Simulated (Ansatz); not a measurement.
**Structure types of Pt compared at 260 GPa**

Structure types of Pt are relaxed in primitive cells with their symmetry kept at 260 GPa, first on PAW files, then by LAPW. The enthalpy is E + pV at zero temperature, without zero-point motion. Only the types listed were tried, and differences under about 5 meV/atom are mesh noise.

Level of theory: DFT with PBE, scalar-relativistic, in Ansatz 0.2.0; Fermi–Dirac smearing of 0.05 eV, no spin polarisation. LAPW: all electrons, basis error target 0.5 meV/atom; PAW: frozen-core files, cutoff 420 eV.

k meshes: fcc 19×19×19, bcc 19×19×19, hcp 18×18×10, omega 9×9×13, sc 17×17×17, beta tin 18×18×18.

Spin–orbit coupling is left out, which matters for the heavy atoms.

Q: Which type is lowest in enthalpy, and by how much?

A: fcc, 132 meV/atom below hcp. The whole table:

```tsv
start type	ends as	a, b, c (Å)	V (Å³/atom)	H − H(lowest), LAPW (meV/atom)	same, PAW
fcc	fcc, Fm-3m	3.494, 3.494, 3.494	10.66	0.0	0.0
bcc	bcc, Im-3m	2.776, 2.776, 2.776	10.70	228.1	226.7
hcp	hcp, P6_3/mmc	2.448, 2.448, 4.120	10.69	132.3	132.2
omega	omega, P6/mmm	3.975, 3.975, 2.367	10.80	475.9	474.4
sc	sc, Pm-3m	2.264, 2.264, 2.264	11.61	2617.4	2612.0
beta tin	beta tin, I4_1/amd	4.379, 4.379, 2.349	11.26	1661.1	1657.6
```

Q: Split the lead of fcc over hcp into energy and pV.

A: For hcp less fcc: ΔE = +90.5 meV/atom, and p·ΔV = 260 GPa × +0.0258 Å³ × 6.242 meV/(GPa·Å³) = +41.8 meV/atom, together 132.3 meV/atom. fcc wins on both counts.
